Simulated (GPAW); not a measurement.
# MgO: relaxation of cell and atoms with BLYP+D3(BJ)

MgO:

```xyz
2
Lattice="0.0000 2.0970 2.0970 2.0970 0.0000 2.0970 2.0970 2.0970 0.0000" Properties=species:S:1:pos:R:3 pbc="T T T"
Mg    0.0000    0.0000    0.0000
O     2.0970    2.0970    2.0970
```

The cell is a database's computed one.

```json
{
  "Program": "GPAW 26.7.0",
  "Task": "relaxation of cell and atoms",
  "Functional": "BLYP",
  "Dispersion": "D3(BJ)",
  "Potentials or basis": "PAW data sets generated in the run's folder for this functional",
  "Cutoff": "800 eV",
  "Basis": "pw",
  "k mesh": "11 × 11 × 11",
  "Occupations": "fermi-dirac, width 0.05 eV",
  "Spin": "no spin polarisation",
  "Eigensolver": "davidson",
  "Maxiter": "150",
  "Optimizer": "FIRE",
  "Fmax": "0.01 eV/Å",
  "Max steps": "100",
  "Convergence": "density=1e-05 forces=0.0001"
}
```

| Property | Result |
| --- | --- |
| Relaxed volume | 9.05 Å³/atom |
| Relaxed cell | a = 2.947 Å, b = 2.947 Å, c = 2.947 Å, α = 60.00°, β = 60.00°, γ = 60.00° |
| Space group after relaxing (to 0.05 Å) | Fm-3m (No. 225) |
| Energy gained by relaxing | 1.3 meV/atom |
| Ionic steps | 11 |
| Pressure after relaxing | 0.1 GPa |
| Band gap on the k mesh | 5.36 eV, direct |
| Dispersion energy per atom | -0.658 eV |

The path:
```tsv
step	energy change (eV)	largest force (eV/Å)	pressure (GPa)	volume (Å³)
1	0.0000	0.0000	-2.88	18.44
2	-0.0007	0.0000	-2.49	18.40
3	-0.0018	0.0000	-1.75	18.31
4	-0.0025	0.0000	-0.75	18.20
5	-0.0025	0.0000	0.38	18.08
6	-0.0025	0.0000	0.36	18.08
7	-0.0026	0.0000	0.34	18.08
8	-0.0026	0.0000	0.30	18.09
9	-0.0026	0.0000	0.25	18.09
10	-0.0026	0.0000	0.19	18.10
11	-0.0026	0.0000	0.13	18.10
```

Final structure:
```
Mg O
1.0
     0.00000    2.08411    2.08411
     2.08411    0.00000    2.08411
     2.08411    2.08411    0.00000
Mg O
1 1
Direct
  0.00000 0.00000 0.00000
  0.50000 0.50000 0.50000
```

Levels at points of the mesh, in eV from the valence-band top:
| k point | band 6 | band 7 | band 8 | band 9 | band 10 | band 11 |
| --- | --- | --- | --- | --- | --- | --- |
| (0.00, 0.00, 0.00) | 0.00 | 0.00 | 0.00 | 5.36 | 16.21 | 16.21 |

Run time: 75 s on 1 thread of Arm Neoverse V2, on a shared host, peak memory 0.28 GiB.

Caveat: later steps reuse the first step's grids. As with any semilocal functional, this BLYP gap is likely too small.
